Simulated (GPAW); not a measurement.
ZrO2:

```
Zr O
1.0
     0.00000    2.54507    2.54507
     2.54507    0.00000    2.54507
     2.54507    2.54507    0.00000
Zr O
1 2
Direct
  0.00000 0.00000 0.00000
  0.75000 0.75000 0.75000
  0.25000 0.25000 0.25000
```

Measurements of this composition are mostly on another form, of space group No. 14.

Base run:

* Program: GPAW 26.7.0
* Functional: r2SCAN
* Potentials or basis: GPAW PAW data sets (gpaw-data 1.2.1)
* Cutoff: 800 eV
* Basis: pw
* k mesh: 9 × 9 × 9
* Occupations: fermi-dirac, width 0.05 eV
* Spin: no spin polarisation

Its results: band gap on the k mesh 3.95 eV, indirect (least direct gap 4.44 eV); pressure -1.5 GPa.

Task: The run is repeated on the same cell with these changes: functional from r2SCAN to PBEsol; potentials or basis from GPAW PAW data sets (gpaw-data 1.2.1) to PAW data sets generated in the run's folder for this functional. What comes out?

Result: Band gap on the k mesh 3.33 eV, indirect (least direct gap 3.82 eV); pressure -5.6 GPa.

Caveats: the PAW data sets were made with another functional, which shifts forces and pressure a little (some runs).

A k mesh can miss the band edges.
